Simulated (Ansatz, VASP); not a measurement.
**One calculation of ZrC, two programs**

```
Zr C
1.0
     0.00000    2.42072    2.35021
     2.42072    0.00000    2.35021
     2.42072    2.42072    0.00000
Zr C
1 1
Direct
  0.50000 0.50000 0.50000
  0.00000 0.00000 0.00000
```

Change from the starting cell: strain +0.030 along x and y, +0.000 along z, atoms carried along.

Alike in both runs: task single point; functional PBEsol; k mesh 18 × 18 × 18; occupations gaussian, width 0.15 eV; no spin polarisation.

|  | VASP | Ansatz |
| --- | --- | --- |
| version | VASP 6.6.1 | Ansatz 0.2.0 |
| potentials or method | VASP PAW PBE potentials, release 64 (Zr_sv, C) | scalar-relativistic, plane waves, PAW |
| plane-wave cutoff (eV) | 520 | 420 |
| valence electrons in the cell | 16 | 16 |

VASP gave:

```
gap on the k mesh at the Fermi level (eV)       : none
pressure (GPa)                                  : -15.3
largest component of the traceless stress (GPa) : 5.59
```

Q: Which values does Ansatz return?

A: gap on the k mesh at the Fermi level (eV): none; pressure (GPa): -15.6; largest component of the traceless stress (GPa): 5.54.

A gap of «none» marks a metal or a gap that the smearing closes.

Caveats: so large a pressure means that the cell lies far from this level's equilibrium, or that cutoff or potentials fall short (VASP); the potentials were made for another functional, which shifts forces and pressure (VASP).
